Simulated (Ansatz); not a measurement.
Equation of state of HfB₂

```cif
data_structure
_symmetry_space_group_name_H-M 'P6/mmm'
_symmetry_Int_Tables_number 191
_cell_length_a 3.1400
_cell_length_b 3.1400
_cell_length_c 3.4800
_cell_angle_alpha 90.000
_cell_angle_beta 90.000
_cell_angle_gamma 120.000
_cell_volume 29.71
loop_
_atom_site_label
_atom_site_type_symbol
_atom_site_symmetry_multiplicity
_atom_site_Wyckoff_symbol
_atom_site_fract_x
_atom_site_fract_y
_atom_site_fract_z
_atom_site_occupancy
Hf1 Hf 1 a 0.00000 0.00000 0.00000 1
B1 B 2 d 0.33333 0.66667 0.50000 1
```

The runs use the primitive cell with vectors (3.140, 0.000, 0.000), (-1.570, 2.719, 0.000), (0.000, 0.000, 3.480) Å, to which the k mesh refers.

The cell is COD entry 1510711, as deposited and not checked against the literature; nothing was relaxed.

Spin–orbit coupling is left out, though it moves levels of the heavy atoms by tenths of an eV or more.

Methods: DFT, PBE, all-electron LAPW, scalar-relativistic (Ansatz 0.2.0); DFT, PBE, PAW with Ansatz's default frozen-core files, scalar-relativistic (Ansatz 0.2.0).

For LAPW: a Γ-centred 13×13×11 k mesh, Fermi–Dirac smearing of 0.05 eV, basis error target 0.5 meV/atom, no spin polarisation. PAW takes a cutoff of 420 eV at this cell. The Ansatz runs share mesh, smearing and spin set-up. Plane-wave (PAW) pressures include the program's estimate of the Pulay term.

The cell above is scaled evenly, with fractional coordinates and shape held.

| V/V(cell) | V (Å³/atom) | P, LAPW (GPa) | P, PAW (GPa) | free energy over the lowest listed, PAW (meV/atom) |
| --- | --- | --- | --- | --- |
| 0.9400 | 9.311 | 19.21 | 19.11 | 36.4 |
| 0.9600 | 9.509 | 12.70 | 12.60 | 16.8 |
| 0.9800 | 9.707 | 6.79 | 6.70 | 5.0 |
| 0.9900 | 9.806 | 4.04 | 3.96 | 1.7 |
| 1.0000 | 9.905 | 1.43 | 1.34 | 0.1 |
| 1.0100 | 10.004 | -1.06 | -1.15 | 0.0 |
| 1.0200 | 10.103 | -3.44 | -3.52 | 1.4 |
| 1.0400 | 10.301 | -7.86 | -7.94 | 8.6 |
| 1.0600 | 10.499 | -11.87 | -11.94 | 20.9 |

Q: What do Birch–Murnaghan fits to the pressures give?

A: LAPW: V0 = 9.96 Å³/atom, B0 = 250 GPa, B0′ = 3.9; PAW: V0 = 9.96 Å³/atom, B0 = 250 GPa, B0′ = 3.9.

PAW's V0 lies -0.03 % from the all-electron value and its B0 0.0 %. With shape and internal coordinates held, B0 is an upper bound to the relaxed modulus.
